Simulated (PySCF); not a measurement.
## Basis-set dependence of excited states

Compound: C3H4N2.
Atom-mapped SMILES: `[cH:1]1[cH:2][nH:3][cH:4][n:5]1` (hydrogens: H6 on C1; H7 on C2; H8 on N3; H9 on C4)

TDDFT with PBE0 (PySCF), vertical singlets, core orbitals frozen in the response, spherical d and f functions. Isolated species at its PBE0-D3(BJ)/def2-SVP geometry, gas phase.

**Question.** Compare 6-31G*, def2-SVP, 6-31+G*, aug-cc-pVDZ, def2-TZVP and def2-TZVPD for this molecule.

**Answer.** 

```tsv
basis	functions	diffuse	S1 (eV)	S2 (eV)	S3 (eV)	S4 (eV)	S5 (eV)	LUMO (eV)	α (au)
6-31G*	78	no	6.78	6.90	7.28	7.51	7.83	1.15	36.8
def2-SVP	90	no	6.62	6.82	6.87	7.46	7.65	0.88	38.7
6-31+G*	98	yes	5.61	6.42	6.49	6.68	6.79	0.10	45.2
aug-cc-pVDZ	151	yes	5.36	6.14	6.35	6.37	6.61	-0.29	48.7
def2-TZVP	179	no	6.30	6.61	6.65	7.21	7.58	0.66	44.9
def2-TZVPD	221	yes	5.67	6.54	6.61	6.62	6.83	0.13	48.4
```

States are compared by their number. Against the largest diffuse basis here (def2-TZVPD, itself not a converged limit), sets without diffuse functions differ by up to 1.11 eV in S1 and 0.99 eV in S5; the smaller diffuse sets differ by up to 0.31 and 0.23 eV. S1 is led by HOMO-1→LUMO (98%) in 6-31G* and by HOMO→LUMO (100%) in def2-TZVPD. S1 is led by HOMO-1→LUMO (98%) in def2-SVP and by HOMO→LUMO (100%) in def2-TZVPD. State by state, the largest deviation of a set without diffuse functions is S1 1.11, S2 0.36, S3 0.67, S4 0.89, S5 0.99 eV. The same number needn't mean the same state in each row. Against def2-TZVPD the polarisability deviates by -24% in 6-31G*, -20% in def2-SVP, -7% in 6-31+G*, +1% in aug-cc-pVDZ, -7% in def2-TZVP. A single + in a Pople set puts diffuse functions on heavy atoms only.
